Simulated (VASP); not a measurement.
# ZnCu2SnSe4 (I-4) in VASP: band structure with PBE

Aim: the band structure of ZnCu2SnSe4 with PBE.

Everything below comes from runs of VASP 6.6.1. Logs are shortened: lines on timing, memory, paths and dates and some standing lists are left out, and cuts for length are marked.

### Step 1. The structure

Symmetry: I-4, No. 82, tetragonal system. Conventional cell: a = 5.773 Å, b = 5.773 Å, c = 11.523 Å, α = 90.00°, β = 90.00°, γ = 90.00°. Zn (site symmetry -4) has 4 Se at 2.50 Å as nearest neighbours. Cu (site symmetry -4) has 4 Se at 2.44 Å as nearest neighbours. Cu (site symmetry -4) is surrounded by 4 Se at 2.44 Å. Sn (site symmetry -4) is surrounded by 4 Se at 2.63 Å. Se (site symmetry 1) has 2 Cu at 2.44 Å and 1 Zn at 2.50 Å and 1 Sn at 2.63 Å as nearest neighbours.

The cell comes from a database or a generator and needn't be the stable form of this composition.

### Step 2. Band structure, PBE

INCAR reads:

```
SYSTEM = ZnCu2SnSe4
PREC = Accurate
ENCUT = 520
EDIFF = 1E-6
ISMEAR = 1
SIGMA = 0.1
LREAL = .False.
LASPH = .True.
NELM = 80
ALGO = Fast
ISIF = 2
LWAVE = .False.
LCHARG = .False.
LMAXMIX = 4
GGA = PE
NBANDS = 46
ICORELEVEL = 1
KPAR = 4
```

KPOINTS reads:

```
Automatic mesh
0
Gamma
  10 10 10
  0 0 0
```

POSCAR reads:

```
ZnCu2SnSe4                              
1.0
   -2.8863189681      2.8863189534      5.7614607850
    2.8863189681     -2.8863189534      5.7614607850
    2.8863189534      2.8863189681     -5.7614607850
  Zn              Cu              Sn              Se            
     1     2     1     4
Direct
     0.7500000000000000    0.2500000000000000    0.5000000000000000
     0.2500000000000000    0.7500000000000000    0.5000000000000000
     1.0000000000000000    0.0000000000000000    0.0000000000000000
     0.5000000000000000    0.5000000000000000    0.0000000000000000
     0.6291474910590471    0.6383407347545856    0.5278295461131632
     0.1105111886414224    0.1013179449458839    0.4721704538868367
     0.8986820550541161    0.3708525089409528    0.0091932436955385
     0.3616592652454144    0.8894888113585776    0.9908067563044615
```

KPOINTS_OPT reads:

```
explicit points
173
Reciprocal
 0.0000000000  0.0000000000  0.0000000000 1
 0.0000000000  0.0000000000  0.0357142857 1
 0.0000000000  0.0000000000  0.0714285714 1
 0.0000000000  0.0000000000  0.1071428571 1
 0.0000000000  0.0000000000  0.1428571429 1
 0.0000000000  0.0000000000  0.1785714286 1
[... 165 lines left out ...]
-0.1263732601  0.1263732601  0.5000000000 1
 0.5000000000  0.5000000000 -0.1263732601 1
```

Potentials or basis: VASP PAW PBE potentials, release 64 (Zn, Cu, Sn_d, Se).

The run is started by

```console
$ cat potpaw_PBE.64/Zn/POTCAR potpaw_PBE.64/Cu/POTCAR potpaw_PBE.64/Sn_d/POTCAR potpaw_PBE.64/Se/POTCAR > POTCAR
$ mpirun -np 4 vasp_std > vasp.out
```

OUTCAR:

```text
SYSTEM = ZnCu2SnSe4
   PREC = Accurate
   ENCUT = 520
   EDIFF = 1E-6
   ISMEAR = 1
   LREAL = .False.
   LASPH = .True.
   NELM = 80
   ISIF = 2
   GGA = PE

 ion  position               nearest neighbor table
   1  0.750  0.250  0.500-   8 2.50   5 2.50   6 2.50   7 2.50
   2  0.250  0.750  0.500-   5 2.44   6 2.44   7 2.44   8 2.44
   3  0.000  0.000  0.000-   5 2.44   6 2.44   7 2.44   8 2.44
   4  0.500  0.500  0.000-   6 2.63   7 2.63   8 2.63   5 2.63
   5  0.629  0.638  0.528-   2 2.44   3 2.44   1 2.50   4 2.63
   6  0.111  0.101  0.472-   2 2.44   3 2.44   1 2.50   4 2.63
   7  0.899  0.371  0.009-   2 2.44   3 2.44   1 2.50   4 2.63
   8  0.362  0.889  0.991-   2 2.44   3 2.44   1 2.50   4 2.63

  LATTYP: Found a body centered tetragonal cell.
 ALAT       =     5.7726379215
 C/A-ratio  =     1.9961275463

  Lattice vectors:

 A1 = (  -2.8863189681,   2.8863189534,   5.7614607850)
 A2 = (   2.8863189681,  -2.8863189534,   5.7614607850)
 A3 = (   2.8863189534,   2.8863189681,  -5.7614607850)

Analysis of symmetry for initial positions (statically):
=====================================================================
 Subroutine PRICEL returns:
 Original cell was already a primitive cell.

 Routine SETGRP: Setting up the symmetry group for a
 body centered tetragonal supercell.

 Subroutine GETGRP returns: Found  4 space group operations
 (whereof  4 operations were pure point group operations)
 out of a pool of 16 trial point group operations.

The static configuration has the point symmetry S_4 .

Analysis of symmetry for dynamics (positions and initial velocities):
=====================================================================
 Subroutine PRICEL returns:
 Original cell was already a primitive cell.

 Routine SETGRP: Setting up the symmetry group for a
 body centered tetragonal supercell.

 Subroutine GETGRP returns: Found  4 space group operations
 (whereof  4 operations were pure point group operations)
 out of a pool of 16 trial point group operations.

The dynamic configuration has the point symmetry S_4 .

 Subroutine INISYM returns: Found  4 space group operations
 (whereof  4 operations are pure point group operations),
 and found     1 'primitive' translations

----------------------------------------------------------------------------------------

                                     Primitive cell

  volume of cell :     191.9912

  direct lattice vectors                    reciprocal lattice vectors
    -2.886318968  2.886318953  5.761460785    -0.000000000  0.173231028  0.086783547
     2.886318968 -2.886318953  5.761460785     0.173231028  0.000000000  0.086783547
     2.886318953  2.886318968 -5.761460785     0.173231027  0.173231028  0.000000000

  length of vectors
     7.060885544  7.060885544  7.060885544     0.193753382  0.193753382  0.244985669

  position of ions in fractional coordinates (direct lattice)
     0.750000000  0.250000000  0.500000000
     0.250000000  0.750000000  0.500000000
     0.000000000  0.000000000  0.000000000
     0.500000000  0.500000000  0.000000000
     0.629147491  0.638340735  0.527829546
     0.110511189  0.101317945  0.472170454
     0.898682055  0.370852509  0.009193244
     0.361659265  0.889488811  0.990806756

  ion indices of the primitive-cell ions
   primitive index   ion index
                 1           1
                 2           2
                 3           3
                 4           4
                 5           5
                 6           6
                 7           7
                 8           8

----------------------------------------------------------------------------------------

 KPOINTS: Automatic mesh

Automatic generation of k-mesh.
 Grid dimensions read from file:
 generate k-points for:   10   10   10

 Generating k-lattice:

  Cartesian coordinates                     Fractional coordinates (reciprocal lattice)
    -0.000000000  0.017323103  0.008678355     0.100000000  0.000000000 -0.000000000
     0.017323103  0.000000000  0.008678355     0.000000000  0.100000000 -0.000000000
     0.017323103  0.017323103  0.000000000    -0.000000000  0.000000000  0.100000000

  Length of vectors
     0.019375338  0.019375338  0.024498567

  Shift w.r.t. Gamma in fractional coordinates (k-lattice)
     0.000000000  0.000000000  0.000000000

 Subroutine IBZKPT returns following result:
 ===========================================

 Found    144 irreducible k-points:

 Following reciprocal coordinates:
            Coordinates               Weight
  0.000000  0.000000  0.000000      1.000000
  0.100000 -0.000000 -0.000000      8.000000
  0.200000 -0.000000 -0.000000      8.000000
  0.300000  0.000000  0.000000      8.000000
  0.400000  0.000000 -0.000000      8.000000
  0.500000  0.000000  0.000000      4.000000
[... 16 lines left out ...]
  0.200000  0.200000  0.000000      8.000000
  0.300000  0.200000  0.000000      8.000000
 [... further k-points ...]
   k-points           NKPTS =    144   k-points in BZ     NKDIM =    144   number of bands    NBANDS=     46
   number of dos      NEDOS =    301   number of ions     NIONS =      8
   total plane-waves  NPLWV = 157464
   dimension x,y,z NGX =    54 NGY =   54 NGZ =   54
   dimension x,y,z NGXF=   108 NGYF=  108 NGZF=  108
   ions per type =               1   2   1   4
   NGX,Y,Z   is equivalent  to a cutoff of  12.71, 12.71, 12.71 a.u.
   NGXF,Y,Z  is equivalent  to a cutoff of  25.43, 25.43, 25.43 a.u.
 SYSTEM =  ZnCu2SnSe4
   PREC   = accura    normal or accurate (medium, high low for compatibility)
   ISTART =      0    job   : 0-new  1-cont  2-samecut
   ICHARG =      2    charge: 1-file 2-atom 10-const
   ISPIN  =      1    spin polarized calculation?
   LNONCOLLINEAR =      F non collinear calculations
   LSORBIT =      F    spin-orbit coupling
   LASPH  =      T    aspherical Exc in radial PAW
   ENCUT  =  520.0 eV  38.22 Ry    6.18 a.u.  13.13 13.13 13.13*2*pi/ulx,y,z
   NELM   =     80;   NELMIN=  2; NELMDL= -5     # of ELM steps
   EDIFF  = 0.1E-05   stopping-criterion for ELM
   LREAL  =      F    real-space projection
   EDIFFG = 0.1E-04   stopping-criterion for IOM
   NSW    =      0    number of steps for IOM
   IBRION =     -1    ionic relax: 0-MD 1-quasi-New 2-CG
   NFREE  =      0    steps in history (QN), initial steepest desc. (CG)
   ISIF   =      2    stress and relaxation
   ISYM   =      2    0-nonsym 1-usesym 2-fastsym
   POTIM  = 0.5000    time-step for ionic-motion
   TEBEG  =    0.0;   TEEND  =   0.0 temperature during run
   PSTRESS=    0.0 pullay stress
   NELECT =      72.0000    total number of electrons
   NUPDOWN=      -1.0000    fix difference up-down
   EMIN   =  10.00;   EMAX   =-10.00  energy-range for DOS
   EFERMI =   0.00;   METHOD = LEGACY
   ISMEAR =     1;   SIGMA  =   0.10  broadening in eV -4-tet -1-fermi 0-gaus
   EFERMI_NEDOS =   21; number of points for ismear=-14 and -15
   IALGO  =     68    algorithm
   IMIX   =      4    mixing-type and parameters
     AMIX     =   0.40;   BMIX     =  1.00
     AMIX_MAG =   1.60;   BMIX_MAG =  1.00
  volume/ion in A,a.u.               =      24.00       161.95
  Fermi-wavevector in a.u.,A,eV,Ry     =   1.180570  2.230955 18.963074  1.393747
  Thomas-Fermi vector in A             =   2.316860
   LORBIT       =      0    0 simple, 1 ext, 2 COOP (PROOUT), +10 PAW based schemes
   GGA     = PE    functional components
   LHFCALC =     F    Hartree Fock is set to
   AEXX    =    0.0000 exact exchange contribution
   IVDW    =     0    specifies the selected vdW correction
   LEPSILON=     F    determine dielectric tensor
   LRPA    =     F    only Hartree local field effects (RPA)
 non-spin polarized calculation
 RMM-DIIS sequential band-by-band and
 Methfessel and Paxton  Order N= 1 SIGMA  =   0.10
  energy-cutoff  :      520.00
  volume of cell :      191.99
 maximum number of plane-waves:      5224
 NGX is ok and might be reduce to    54
   NGX = 27   NGY = 27   NGZ = 27

 number of electron      71.9999969 magnetization

 Free energy of the ion-electron system (eV)
  ---------------------------------------------------
  ext. energy  EPLUGINS =         0.00000000
  ---------------------------------------------------
  free energy    TOTEN  =       -29.59282150 eV

  energy without entropy =      -29.59360438  energy(sigma->0) =      -29.59308246

 the core state eigenenergies are
   1-  1s  -9517.7746  2s  -1151.2826  2p   -996.9365  3s   -122.4110  3p    -76.5798

   2-  1s  -8843.9965  2s  -1056.2478  2p   -910.7102  3s   -108.1536  3p    -65.5467

   3-  1s  -8844.0087  2s  -1056.2554  2p   -910.7183  3s   -108.1651  3p    -65.5584

   4-  1s -28999.8976  2s  -4371.3705  2p  -3922.9914  3s   -837.6236  3p   -691.1711
       3d   -465.8805  4s   -126.5760  4p    -82.3588
   5-  1s -12494.3861  2s  -1597.8826  2p  -1404.2331  3s   -204.5529  3p   -144.0232
       3d    -44.2058
   6-  1s -12494.3861  2s  -1597.8826  2p  -1404.2331  3s   -204.5529  3p   -144.0232
       3d    -44.2058
   7-  1s -12494.3861  2s  -1597.8826  2p  -1404.2331  3s   -204.5529  3p   -144.0232
       3d    -44.2058
   8-  1s -12494.3861  2s  -1597.8826  2p  -1404.2331  3s   -204.5529  3p   -144.0232
       3d    -44.2058

 E-fermi :   3.5746     XC(G=0):  -9.2829

 val. band max:        3.5481165349   @ k =   0.0000   0.0000   0.0000
 cond. band min:       3.5831183113   @ k =   0.0000   0.0000   0.0000
 fundamental gap:      0.0350017764
 Fermi energy:         3.5745640969

 k-point     1 :       0.0000    0.0000    0.0000
  band No.  band energies     occupation
      1     -18.5946      2.00000
      2     -18.5917      2.00000
      3     -18.5917      2.00000
      4     -18.5466      2.00000
      5     -18.5434      2.00000
      6     -10.5246      2.00000
[... 38 lines left out ...]
     45       8.6455      0.00000
     46       8.9300      0.00000
[... 1086 lines left out ...]
      6     -10.1571      2.00000
[... 38 lines left out ...]
     45       8.8450      0.00000
     46       9.3127      0.00000

 [... further k-points ...]

------------------------ aborting loop because EDIFF is reached ----------------------------------------

  FORCE on cell =-STRESS in cart. coord.  units (eV):
  Direction    XX          YY          ZZ          XY          YZ          ZX
  --------------------------------------------------------------------------------------
  -------------------------------------------------------------------------------------
  Total       -0.0797085     -0.0797085     -0.0189431     -0.0000002     -0.0000000      0.0000000
  in kB       -0.6651720     -0.6651720     -0.1580812     -0.0000013     -0.0000000      0.0000000
  external PRESSURE =      -0.4961417 kB  Pullay stress =       0.0000000 kB

 VOLUME and BASIS-vectors are now :
 -----------------------------------------------------------------------------
  energy-cutoff  :      520.00
  volume of cell :      191.99
      direct lattice vectors                 reciprocal lattice vectors
    -2.886318968  2.886318953  5.761460785    -0.000000000  0.173231028  0.086783547
     2.886318968 -2.886318953  5.761460785     0.173231028  0.000000000  0.086783547
     2.886318953  2.886318968 -5.761460785     0.173231027  0.173231028  0.000000000

 POSITION                                       TOTAL-FORCE (eV/Angst)
 -----------------------------------------------------------------------------------
     -0.00000      2.88632      2.88073        -0.000000      0.000000      0.000000
      2.88632      0.00000      2.88073        -0.000000      0.000000      0.000000
      0.00000      0.00000      0.00000        -0.000000      0.000000     -0.000000
      0.00000      0.00000      5.76146         0.000000      0.000000     -0.000000
      1.55002      1.49695      4.26151        -0.001754      0.001800      0.003140
      1.33630      1.38937     -1.49995         0.001754     -0.001800      0.003140
     -1.49695      1.55002      7.26141        -0.001800     -0.001754     -0.003140
      4.38327      1.33630      1.49995         0.001800      0.001754     -0.003140
 -----------------------------------------------------------------------------------
    total drift:                                0.000014      0.000014      0.000014

  FREE ENERGIE OF THE ION-ELECTRON SYSTEM (eV)
  ---------------------------------------------------
  free  energy   TOTEN  =       -29.5928214987 eV

  energy  without entropy=      -29.5936043795  energy(sigma->0) =      -29.59308246
```

Run time: 12 min. Hardware: 4 MPI ranks of AMD EPYC 9R45 (Zen 5), shared host; peak memory 1.7 GiB.

Results:

```yaml
Free_energy: -29.5928 eV
Pressure: 0.0 GPa
Largest_force: 0.004 eV/Å
Band_gap_on_the_k_mesh: 0.04 eV, direct
Band_gap_along_the_path: 0.01 eV, indirect (least direct gap 0.04 eV)
```

Forces on the atoms (eV/Å):
```
Zn   0.000  0.000  0.000
Cu   0.000  0.000  0.000
Cu   0.000  0.000  0.000
Sn   0.000  0.000  0.000
Se  -0.002  0.002  0.003
Se   0.002 -0.002  0.003
Se  -0.002 -0.002 -0.003
Se   0.002  0.002 -0.003
```

Levels at the corners of the path, in eV from the valence-band top:
```
point  band 32  band 33  band 34  band 35  band 36  band 37  band 38  band 39  band 40  band 41
    Γ    -1.61    -1.48    -0.30    -0.02    -0.02     0.01     1.77     2.24     3.37     3.37
    X    -1.22    -0.84    -0.73    -0.52    -0.37     0.13     1.77     2.58     3.64     3.75
    X    -1.22    -0.84    -0.73    -0.52    -0.37     0.13     1.77     2.58     3.64     3.75
    Y    -1.27    -0.85    -0.79    -0.69    -0.58     0.41     1.99     3.02     3.46     3.69
    Y    -1.27    -0.85    -0.79    -0.69    -0.58     0.41     1.99     3.02     3.46     3.69
    S    -1.50    -1.35    -1.09    -0.69    -0.58     1.08     2.22     2.68     3.43     3.64
    S    -1.50    -1.35    -1.09    -0.69    -0.58     1.08     2.22     2.68     3.43     3.64
    Γ    -1.61    -1.48    -0.30    -0.02    -0.02     0.01     1.77     2.24     3.37     3.37
    Γ    -1.61    -1.48    -0.30    -0.02    -0.02     0.01     1.77     2.24     3.37     3.37
    Z    -1.27    -1.09    -1.09    -0.86    -0.86     0.84     1.82     1.82     2.03     2.79
    Z    -1.27    -1.09    -1.09    -0.86    -0.86     0.84     1.82     1.82     2.03     2.79
   S1    -1.50    -1.35    -1.09    -0.69    -0.58     1.08     2.22     2.68     3.43     3.64
   S1    -1.50    -1.35    -1.09    -0.69    -0.58     1.08     2.22     2.68     3.43     3.64
    N    -1.39    -1.19    -1.13    -1.04    -0.54     1.24     2.75     2.87     3.74     3.83
    N    -1.39    -1.19    -1.13    -1.04    -0.54     1.24     2.75     2.87     3.74     3.83
    P    -1.32    -0.78    -0.76    -0.63    -0.63     0.46     2.29     2.49     3.03     4.07
    P    -1.32    -0.78    -0.76    -0.63    -0.63     0.46     2.29     2.49     3.03     4.07
   Y1    -1.27    -0.85    -0.79    -0.69    -0.58     0.41     1.99     3.02     3.46     3.69
   Y1    -1.27    -0.85    -0.79    -0.69    -0.58     0.41     1.99     3.02     3.46     3.69
    Z    -1.27    -1.09    -1.09    -0.86    -0.86     0.84     1.82     1.82     2.03     2.79
    X    -1.22    -0.84    -0.73    -0.52    -0.37     0.13     1.77     2.58     3.64     3.75
    P    -1.32    -0.78    -0.76    -0.63    -0.63     0.46     2.29     2.49     3.03     4.07
```

Core levels (eV, on the scale of the bands):
| atom | levels |
| --- | --- |
| 1 Zn | 1s -9517.8, 2s -1151.3, 2p -996.9, 3s -122.4, 3p -76.6 |
| 2 Cu | 1s -8844.0, 2s -1056.2, 2p -910.7, 3s -108.2, 3p -65.5 |
| 3 Cu | 1s -8844.0, 2s -1056.3, 2p -910.7, 3s -108.2, 3p -65.6 |
| 4 Sn | 1s -28999.9, 2s -4371.4, 2p -3923.0, 3s -837.6, 3p -691.2, 3d -465.9, 4s -126.6, 4p -82.4 |
| 5 Se | 1s -12494.4, 2s -1597.9, 2p -1404.2, 3s -204.6, 3p -144.0, 3d -44.2 |
| 6 Se | 1s -12494.4, 2s -1597.9, 2p -1404.2, 3s -204.6, 3p -144.0, 3d -44.2 |

Caveat: spin-orbit coupling is left out, which moves the levels of the heavy elements.
